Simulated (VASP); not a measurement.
# CuAu (P4/mmm) in VASP: a series of runs

Runs on CuAu. Level: PBE. Tasks: single point.

All numbers are computed with VASP 6.6.1; they aren't measurements. Logs are shortened: lines on timing, memory, paths and dates and some standing lists are left out, and cuts for length are marked.

## (1) The structure

It takes space group P4/mmm (No. 123, tetragonal). Conventional cell: a = 2.800 Å, b = 2.800 Å, c = 3.670 Å, α = 90.00°, β = 90.00°, γ = 90.00°. Cu (site symmetry 4/mmm) has 8 Au at 2.70 Å and 4 Cu at 2.80 Å as nearest neighbours. Au (site symmetry 4/mmm) is surrounded by 8 Cu at 2.70 Å and 4 Au at 2.80 Å.

## (2) Single point, PBE

INCAR

```
PREC = Accurate
ENCUT = 520
EDIFF = 1E-6
ISMEAR = -1
SIGMA = 0.05
LREAL = False
LASPH = True
NELM = 100
ALGO = Normal
ISIF = 2
LWAVE = False
LCHARG = False
GGA = PE
NBANDS = 18
```

KPOINTS

```
regular mesh
0
Gamma
  13 13 10
```

POSCAR

```
CuAu
1.0
    2.8000000000      0.0000000000      0.0000000000
    0.0000000000      2.8000000000      0.0000000000
    0.0000000000      0.0000000000      3.6700000000
Cu Au
1 1
Direct
    0.5000000000      0.5000000000      0.5000000000
    0.0000000000      0.0000000000      0.0000000000
```

Potentials or basis: VASP PAW PBE potentials, release 64 (Cu, Au).

On the command line:

```bash
$ cat potpaw_PBE.64/Cu/POTCAR potpaw_PBE.64/Au/POTCAR > POTCAR
$ mpirun -np 1 vasp_std > vasp.out
```

OUTCAR:

```text
PREC = Accurate
   ENCUT = 520
   EDIFF = 1E-6
   ISMEAR = -1
   LREAL = False
   LASPH = True
   NELM = 100
   ISIF = 2
   GGA = PE

 ion  position               nearest neighbor table
   1  0.500  0.500  0.500-   2 2.70   2 2.70   2 2.70   2 2.70   2 2.70   2 2.70   2 2.70   2 2.70

   2  0.000  0.000  0.000-   1 2.70   1 2.70   1 2.70   1 2.70   1 2.70   1 2.70   1 2.70   1 2.70

  LATTYP: Found a simple tetragonal cell.
 ALAT       =     2.8000000000
 C/A-ratio  =     1.3107142857

  Lattice vectors:

 A1 = (   2.8000000000,   0.0000000000,   0.0000000000)
 A2 = (   0.0000000000,   2.8000000000,   0.0000000000)
 A3 = (   0.0000000000,   0.0000000000,   3.6700000000)

Analysis of symmetry for initial positions (statically):
=====================================================================
 Subroutine PRICEL returns:
 Original cell was already a primitive cell.

 Routine SETGRP: Setting up the symmetry group for a
 simple tetragonal supercell.

 Subroutine GETGRP returns: Found 16 space group operations
 (whereof 16 operations were pure point group operations)
 out of a pool of 16 trial point group operations.

The static configuration has the point symmetry D_4h.

Analysis of symmetry for dynamics (positions and initial velocities):
=====================================================================
 Subroutine PRICEL returns:
 Original cell was already a primitive cell.

 Routine SETGRP: Setting up the symmetry group for a
 simple tetragonal supercell.

 Subroutine GETGRP returns: Found 16 space group operations
 (whereof 16 operations were pure point group operations)
 out of a pool of 16 trial point group operations.

The dynamic configuration has the point symmetry D_4h.

 Subroutine INISYM returns: Found 16 space group operations
 (whereof 16 operations are pure point group operations),
 and found     1 'primitive' translations

----------------------------------------------------------------------------------------

                                     Primitive cell

  volume of cell :      28.7728

  direct lattice vectors                    reciprocal lattice vectors
     2.800000000  0.000000000  0.000000000     0.357142857  0.000000000  0.000000000
     0.000000000  2.800000000  0.000000000     0.000000000  0.357142857  0.000000000
     0.000000000  0.000000000  3.670000000     0.000000000  0.000000000  0.272479564

  length of vectors
     2.800000000  2.800000000  3.670000000     0.357142857  0.357142857  0.272479564

  position of ions in fractional coordinates (direct lattice)
     0.500000000  0.500000000  0.500000000
     0.000000000  0.000000000  0.000000000

  ion indices of the primitive-cell ions
   primitive index   ion index
                 1           1
                 2           2

----------------------------------------------------------------------------------------

 KPOINTS: regular mesh

Automatic generation of k-mesh.
 Grid dimensions read from file:
 generate k-points for:   13   13   10

 Generating k-lattice:

  Cartesian coordinates                     Fractional coordinates (reciprocal lattice)
     0.027472527  0.000000000  0.000000000     0.076923077  0.000000000  0.000000000
     0.000000000  0.027472527  0.000000000     0.000000000  0.076923077  0.000000000
     0.000000000  0.000000000  0.027247956     0.000000000  0.000000000  0.100000000

  Length of vectors
     0.027472527  0.027472527  0.027247956

  Shift w.r.t. Gamma in fractional coordinates (k-lattice)
     0.000000000  0.000000000  0.000000000

 Subroutine IBZKPT returns following result:
 ===========================================

 Found    168 irreducible k-points:

 Following reciprocal coordinates:
            Coordinates               Weight
  0.000000  0.000000  0.000000      1.000000
  0.076923  0.000000  0.000000      4.000000
  0.153846  0.000000  0.000000      4.000000
  0.230769  0.000000  0.000000      4.000000
  0.307692  0.000000  0.000000      4.000000
  0.384615  0.000000  0.000000      4.000000
[... 16 lines left out ...]
  0.307692  0.307692  0.000000      4.000000
  0.384615  0.307692  0.000000      8.000000
 [... further k-points ...]
   k-points           NKPTS =    168   k-points in BZ     NKDIM =    168   number of bands    NBANDS=     18
   number of dos      NEDOS =    301   number of ions     NIONS =      2
   total plane-waves  NPLWV =  16128
   dimension x,y,z NGX =    24 NGY =   24 NGZ =   28
   dimension x,y,z NGXF=    48 NGYF=   48 NGZF=   56
   ions per type =               1   1
   NGX,Y,Z   is equivalent  to a cutoff of  14.25, 14.25, 12.68 a.u.
   NGXF,Y,Z  is equivalent  to a cutoff of  28.50, 28.50, 25.37 a.u.
 SYSTEM =  unknown system
   PREC   = accura    normal or accurate (medium, high low for compatibility)
   ISTART =      0    job   : 0-new  1-cont  2-samecut
   ICHARG =      2    charge: 1-file 2-atom 10-const
   ISPIN  =      1    spin polarized calculation?
   LNONCOLLINEAR =      F non collinear calculations
   LSORBIT =      F    spin-orbit coupling
   LASPH  =      T    aspherical Exc in radial PAW
   ENCUT  =  520.0 eV  38.22 Ry    6.18 a.u.   5.21  5.21  6.82*2*pi/ulx,y,z
   NELM   =    100;   NELMIN=  2; NELMDL= -5     # of ELM steps
   EDIFF  = 0.1E-05   stopping-criterion for ELM
   LREAL  =      F    real-space projection
   EDIFFG = 0.1E-04   stopping-criterion for IOM
   NSW    =      0    number of steps for IOM
   IBRION =     -1    ionic relax: 0-MD 1-quasi-New 2-CG
   NFREE  =      0    steps in history (QN), initial steepest desc. (CG)
   ISIF   =      2    stress and relaxation
   ISYM   =      2    0-nonsym 1-usesym 2-fastsym
   POTIM  = 0.5000    time-step for ionic-motion
   TEBEG  =    0.0;   TEEND  =   0.0 temperature during run
   PSTRESS=    0.0 pullay stress
   NELECT =      22.0000    total number of electrons
   NUPDOWN=      -1.0000    fix difference up-down
   EMIN   =  10.00;   EMAX   =-10.00  energy-range for DOS
   EFERMI =   0.00;   METHOD = LEGACY
   ISMEAR =    -1;   SIGMA  =   0.05  broadening in eV -4-tet -1-fermi 0-gaus
   EFERMI_NEDOS =   21; number of points for ismear=-14 and -15
   IALGO  =     38    algorithm
   IMIX   =      4    mixing-type and parameters
     AMIX     =   0.40;   BMIX     =  1.00
     AMIX_MAG =   1.60;   BMIX_MAG =  1.00
  volume/ion in A,a.u.               =      14.39        97.08
  Fermi-wavevector in a.u.,A,eV,Ry     =   1.497000  2.828919 30.490762  2.241008
  Thomas-Fermi vector in A             =   2.608944
   LORBIT       =      0    0 simple, 1 ext, 2 COOP (PROOUT), +10 PAW based schemes
   GGA     = PE    functional components
   LHFCALC =     F    Hartree Fock is set to
   AEXX    =    0.0000 exact exchange contribution
   IVDW    =     0    specifies the selected vdW correction
   LEPSILON=     F    determine dielectric tensor
   LRPA    =     F    only Hartree local field effects (RPA)
 non-spin polarized calculation
  energy-cutoff  :      520.00
  volume of cell :       28.77
 maximum number of plane-waves:       797
 NGX is ok and might be reduce to    24
   NGX = 11   NGY = 11   NGZ = 13

 number of electron      22.0000009 magnetization

 Free energy of the ion-electron system (eV)
  ---------------------------------------------------
  ext. energy  EPLUGINS =         0.00000000
  ---------------------------------------------------
  free energy    TOTEN  =        -7.03931197 eV

  energy without entropy =       -7.03508390  energy(sigma->0) =       -7.03719793

 E-fermi :   8.9497     XC(G=0): -12.7334

 val. band max:        8.9361733951   @ k =   0.4615   0.1538   0.4000
 cond. band min:       8.9518945100   @ k =   0.4615   0.3846   0.1000
 fundamental gap:      0.0157211149
 Fermi energy:         8.9496723217

 k-point     1 :       0.0000    0.0000    0.0000
  band No.  band energies     occupation
      1      -0.9739      2.00000
      2       2.1985      2.00000
      3       2.3653      2.00000
      4       4.7982      2.00000
      5       4.7982      2.00000
      6       5.8717      2.00000
[... 10 lines left out ...]
     17      25.8614      0.00000
     18      26.3354      0.00000

 k-point     2 :       0.0769    0.0000    0.0000
  band No.  band energies     occupation
      1      -0.8342      2.00000
      2       2.2703      2.00000
      3       2.4443      2.00000
      4       4.7121      2.00000
      5       4.8308      2.00000
      6       5.8102      2.00000
[... 10 lines left out ...]
     17      26.3986      0.00000
     18      26.9268      0.00000

 k-point     3 :       0.1538    0.0000    0.0000
  band No.  band energies     occupation
      1      -0.4309      2.00000
      2       2.4283      2.00000
      3       2.7220      2.00000
      4       4.4680      2.00000
      5       4.9259      2.00000
      6       5.6358      2.00000
[... 10 lines left out ...]
     17      26.3478      0.00000
     18      28.3349      0.00000

 k-point     4 :       0.2308    0.0000    0.0000
  band No.  band energies     occupation
      1       0.1870      2.00000
      2       2.6325      2.00000
      3       3.1830      2.00000
      4       4.1197      2.00000
      5       5.0739      2.00000
      6       5.3841      2.00000
[... 375 lines left out ...]
      4       3.9824      2.00000
      5       4.0803      2.00000
      6       5.9571      2.00000
[... 10 lines left out ...]
     17      20.6771      0.00000
     18      22.1426      0.00000

 k-point    23 :       0.3077    0.3077    0.0000
  band No.  band energies     occupation
      1       2.1633      2.00000
      2       3.1903      2.00000
      3       3.5329      2.00000
      4       3.6723      2.00000
      5       4.6111      2.00000
      6       5.3219      2.00000
[... 10 lines left out ...]
     17      23.1246      0.00000
     18      23.3922      0.00000

 k-point    24 :       0.3846    0.3077    0.0000
  band No.  band energies     occupation
      1       2.2449      2.00000
      2       3.1766      2.00000
      3       3.2767      2.00000
      4       3.5594      2.00000
      5       4.9681      2.00000
      6       6.1246      2.00000
[... 10 lines left out ...]
     17      22.1118      0.00000
     18      22.3063      0.00000

 [... further k-points ...]

------------------------ aborting loop because EDIFF is reached ----------------------------------------

  FORCE on cell =-STRESS in cart. coord.  units (eV):
  Direction    XX          YY          ZZ          XY          YZ          ZX
  --------------------------------------------------------------------------------------
  -------------------------------------------------------------------------------------
  Total        1.1712226      1.1712226      1.2023931      0.0000000     -0.0000000      0.0000000
  in kB       65.2180620     65.2180620     66.9537520      0.0000000     -0.0000000      0.0000000
  external PRESSURE =      65.7966253 kB  Pullay stress =       0.0000000 kB

 VOLUME and BASIS-vectors are now :
 -----------------------------------------------------------------------------
  energy-cutoff  :      520.00
  volume of cell :       28.77
      direct lattice vectors                 reciprocal lattice vectors
     2.800000000  0.000000000  0.000000000     0.357142857  0.000000000  0.000000000
     0.000000000  2.800000000  0.000000000     0.000000000  0.357142857  0.000000000
     0.000000000  0.000000000  3.670000000     0.000000000  0.000000000  0.272479564

 POSITION                                       TOTAL-FORCE (eV/Angst)
 -----------------------------------------------------------------------------------
      1.40000      1.40000      1.83500         0.000000      0.000000      0.000000
      0.00000      0.00000      0.00000         0.000000      0.000000      0.000000
 -----------------------------------------------------------------------------------
    total drift:                                0.000000      0.000000     -0.000000

  FREE ENERGIE OF THE ION-ELECTRON SYSTEM (eV)
  ---------------------------------------------------
  free  energy   TOTEN  =        -7.0393119659 eV

  energy  without entropy=       -7.0350839001  energy(sigma->0) =       -7.03719793
```

Wall time 36 s (1 thread of Intel Xeon Platinum 8375C at 2.90GHz (Ice Lake), shared host); peak memory 0.22 GiB.

Results:

| Quantity | Value |
| --- | --- |
| Free energy | -7.0393 eV |
| Pressure | 6.6 GPa |
| Band gap on the k mesh | none (metal or under the smearing width) |

Levels at points of the mesh, in eV from the Fermi level:
| k point | band 7 | band 8 | band 9 | band 10 | band 11 | band 12 | band 13 | band 14 | band 15 | band 16 |
| --- | --- | --- | --- | --- | --- | --- | --- | --- | --- | --- |
| (0.00, 0.00, 0.00) | -2.90 | -2.19 | -1.74 | -1.51 | -1.51 | 2.05 | 8.10 | 10.03 | 10.03 | 16.79 |
| (0.00, 0.00, 0.50) | -3.28 | -2.82 | -2.41 | -2.38 | -2.38 | -2.03 | 14.36 | 14.63 | 14.63 | 15.17 |

Spin-orbit coupling is left out, which matters for the levels of Au.

(Continued in part 2 of 2.)
